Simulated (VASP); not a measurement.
# Sb in VASP: a series of runs, part 2 of 2

VASP 6.6.1.

**4. Single point, HSE06, spin-orbit coupling, no magnetisation**

POSCAR

```
Sb                                      
1.0
    4.3084000000      0.0000000000      0.0000000000
   -2.1542000000      3.7311838500      0.0000000000
    0.0000000000      0.0000000000     19.5067325300
  Sb            
     2
Direct
     0.3333333329999988    0.6666666670000012    0.5404649243971418
     0.0000000000000000    0.0000000000000000    0.4595350756028582
```

INCAR.step1

```
SYSTEM = Sb
PREC = Accurate ; ENCUT = 520
EDIFF = 1E-5 ; ISMEAR = 0
SIGMA = 0.05 ; LREAL = .False.
LASPH = .True. ; NELM = 80
ALGO = Normal ; ISIF = 2
LWAVE = .True. ; LCHARG = .False.
MAGMOM = 0 0 0 0 0 0 ; LORBIT = 11
LSORBIT = .True. ; GGA_COMPAT = .False.
LDIPOL = .True. ; IDIPOL = 3
DIPOL = 0.5 0.5 0.500 ; NBANDS = 22
LVHAR = .True. ; LVACPOTAV = .True.
GGA = PE
```

INCAR.step2

```
SYSTEM = Sb
PREC = Accurate ; ENCUT = 520
EDIFF = 1E-7 ; ISMEAR = 0
SIGMA = 0.05 ; LREAL = .False.
LASPH = .True. ; NELM = 80
ALGO = Normal ; ISIF = 2
LWAVE = .False. ; LCHARG = .False.
MAGMOM = 0 0 0 0 0 0 ; LORBIT = 11
LSORBIT = .True. ; GGA_COMPAT = .False.
LDIPOL = .True. ; IDIPOL = 3
DIPOL = 0.5 0.5 0.500 ; GGA = PE
LHFCALC = .True. ; HFSCREEN = 0.2
PRECFOCK = Normal ; NBANDS = 22
LVHAR = .True. ; LVACPOTAV = .True.
ISTART = 1
```

KPOINTS

```
Automatic mesh
0
Gamma
  6 6 1
  0 0 0
```

Potentials or basis: VASP PAW PBE potentials, release 64 (Sb).

Run with:

```bash
cat potpaw_PBE.64/Sb/POTCAR > POTCAR
cp INCAR.step1 INCAR
mpirun -np 1 vasp_ncl > vasp.out
cp INCAR.step2 INCAR
mpirun -np 1 vasp_ncl > vasp.out
```

OUTCAR:

```text
SYSTEM = Sb
   PREC = Accurate
   ENCUT = 520
   EDIFF = 1E-7
   ISMEAR = 0
   LREAL = .False.
   LASPH = .True.
   NELM = 80
   ISIF = 2
   LORBIT = 11
   LSORBIT = .True.
   GGA = PE
   LHFCALC = .True.
   HFSCREEN = 0.2
   PRECFOCK = Normal
   ISTART = 1

 ion  position               nearest neighbor table
   1  0.333  0.667  0.540-   2 2.95   2 2.95   2 2.95
   2  0.000  0.000  0.460-   1 2.95   1 2.95   1 2.95

  LATTYP: Found a hexagonal cell.
 ALAT       =     4.3084000000
 C/A-ratio  =     4.5276048022

  Lattice vectors:

 A1 = (   4.3084000000,   0.0000000000,   0.0000000000)
 A2 = (  -2.1542000000,   3.7311838500,   0.0000000000)
 A3 = (   0.0000000000,   0.0000000000,  19.5067325300)

Analysis of symmetry for initial positions (statically):
=====================================================================
 Subroutine PRICEL returns:
 Original cell was already a primitive cell.

 Routine SETGRP: Setting up the symmetry group for a
[... 410 lines left out ...]
 l=   3
     0.0000000     0.0000000     0.0000000     0.0000000     0.0000000     0.0000000     0.0000000
     0.0000000     0.0000000     0.0000000     0.0000000     0.0000000     0.0000000     0.0000000
     0.0000000     0.0000000     0.0000000     0.0000000     0.0000000     0.0000000     0.0000000
     0.0000000     0.0000000     0.0000000     0.0000000     0.0000000     0.0000000     0.0000000
     0.0000000     0.0000000     0.0000000     0.0000000     0.0000000     0.0000000     0.0000000
     0.0000000     0.0000000     0.0000000     0.0000000     0.0000000     0.0000000     0.0000000
     0.0000000     0.0000000     0.0000000     0.0000000     0.0000000     0.0000000     0.0000000

 Ion:    2  E_soc:     -0.1219734
 l=   1
     0.0000000    -0.0209507    -0.0188055
    -0.0209507     0.0000000    -0.0209507
    -0.0188055    -0.0209507     0.0000000
 l=   2
     0.0000000    -0.0000200     0.0000000    -0.0000200    -0.0000978
    -0.0000200     0.0000000    -0.0000516     0.0000013    -0.0000200
     0.0000000    -0.0000516     0.0000000    -0.0000516     0.0000000
    -0.0000200     0.0000013    -0.0000516     0.0000000    -0.0000200
    -0.0000978    -0.0000200     0.0000000    -0.0000200     0.0000000
 l=   3
     0.0000000     0.0000000     0.0000000     0.0000000     0.0000000     0.0000000     0.0000000
     0.0000000     0.0000000     0.0000000     0.0000000     0.0000000     0.0000000     0.0000000
     0.0000000     0.0000000     0.0000000     0.0000000     0.0000000     0.0000000     0.0000000
     0.0000000     0.0000000     0.0000000     0.0000000     0.0000000     0.0000000     0.0000000
     0.0000000     0.0000000     0.0000000     0.0000000     0.0000000     0.0000000     0.0000000
     0.0000000     0.0000000     0.0000000     0.0000000     0.0000000     0.0000000     0.0000000
     0.0000000     0.0000000     0.0000000     0.0000000     0.0000000     0.0000000     0.0000000

 total charge

# of ion       s       p       d       tot
------------------------------------------
    1        1.235   1.284   0.024   2.544
    2        1.235   1.284   0.024   2.544
--------------------------------------------------
tot          2.470   2.569   0.048   5.087

 magnetization (x)

# of ion       s       p       d       tot
------------------------------------------
    1       -0.000  -0.000  -0.000  -0.000
    2        0.000  -0.000  -0.000  -0.000
--------------------------------------------------
tot         -0.000  -0.000  -0.000  -0.000

 magnetization (y)

# of ion       s       p       d       tot
------------------------------------------
    1        0.000   0.000   0.000   0.000
    2        0.000  -0.000   0.000  -0.000
--------------------------------------------------
tot          0.000   0.000   0.000   0.000

 magnetization (z)

# of ion       s       p       d       tot
------------------------------------------
    1        0.000   0.000  -0.000   0.000
    2       -0.000  -0.000   0.000  -0.000
--------------------------------------------------
tot          0.000   0.000   0.000   0.000
```

OSZICAR.step1:

```text
N       E                     dE             d eps       ncg     rms          rms(c)
DAV:   1     0.527522775625E+02    0.52752E+02   -0.24462E+03   308   0.574E+02
DAV:   2    -0.138155058508E+01   -0.54134E+02   -0.50208E+02   432   0.996E+01
DAV:   3    -0.801589571866E+01   -0.66343E+01   -0.65867E+01   448   0.382E+01
DAV:   4    -0.819062056772E+01   -0.17472E+00   -0.17449E+00   358   0.748E+00
DAV:   5    -0.819810520174E+01   -0.74846E-02   -0.74845E-02   450   0.179E+00    0.319E+00
DAV:   6    -0.817385465136E+01    0.24251E-01   -0.12881E-02   346   0.653E-01    0.197E+00
DAV:   7    -0.816278469983E+01    0.11070E-01   -0.86136E-03   392   0.513E-01    0.117E+00
DAV:   8    -0.815853908836E+01    0.42456E-02   -0.78522E-03   362   0.493E-01    0.831E-02
DAV:   9    -0.815851739858E+01    0.21690E-04   -0.11816E-03   378   0.184E-01    0.320E-02
DAV:  10    -0.815845416996E+01    0.63229E-04   -0.27225E-04   408   0.870E-02    0.212E-02
DAV:  11    -0.815846620279E+01   -0.12033E-04   -0.18880E-05   360   0.255E-02    0.107E-02
DAV:  12    -0.815852579971E+01   -0.59597E-04   -0.22972E-05   332   0.213E-02    0.875E-03
DAV:  13    -0.815857646816E+01   -0.50668E-04   -0.12909E-05   340   0.152E-02    0.422E-03
DAV:  14    -0.815866033194E+01   -0.83864E-04   -0.17194E-05   332   0.142E-02    0.227E-03
DAV:  15    -0.815867476809E+01   -0.14436E-04   -0.74368E-07   306   0.365E-03    0.147E-03
DAV:  16    -0.815868839568E+01   -0.13628E-04   -0.13669E-06   276   0.429E-03    0.845E-04
DAV:  17    -0.815869213012E+01   -0.37344E-05   -0.71219E-08   222   0.122E-03
   1 F= -.81586921E+01 E0= -.81586921E+01  d E =-.900647E-12  mag=     0.0000     0.0000    -0.0000
```

Wall time 1.9 h (1 thread of Intel Xeon Platinum 8559C (Emerald Rapids), shared host); peak memory 1 GiB.

Results:

* Free energy: -10.0259 eV
* Largest force: 0.494 eV/Å
* Valence electrons inside the program's atomic spheres: Sb 2.54
* Work function of the upper face: 5.15 eV
* Work function of the lower face: 5.15 eV

Forces on the atoms (eV/Å):
```
Sb   0.000  0.000 -0.494
Sb   0.000  0.000  0.494
```

Caveat: the PAW data sets were made with another functional, which shifts forces and pressure a little.

**5. Summary**

| level | spin | k mesh | grid for exact exchange (PRECFOCK) | screening parameter | largest force (eV/Å) | work function (eV) |
| --- | --- | --- | --- | --- | --- | --- |
| PBE | SOC, no magnetisation | 12 × 12 × 1 | - | - | - | 4.72 |
| HSE06 | off | 6 × 6 × 1 | Fast | 0.2 1/A | 0.50 | - |
| HSE06 | SOC, no magnetisation | 6 × 6 × 1 | Normal | 0.2 1/A | 0.49 | 5.15 |

Alike in all rows: task single point; potentials or basis VASP PAW PBE potentials, release 64 (Sb); cell as given; cutoff (eV) 520; smearing gaussian 0.05 eV.

Caveats: the PAW data sets were made with another functional, which shifts forces and pressure a little (some runs).

Absolute energies hang on the potentials; compare differences alone.
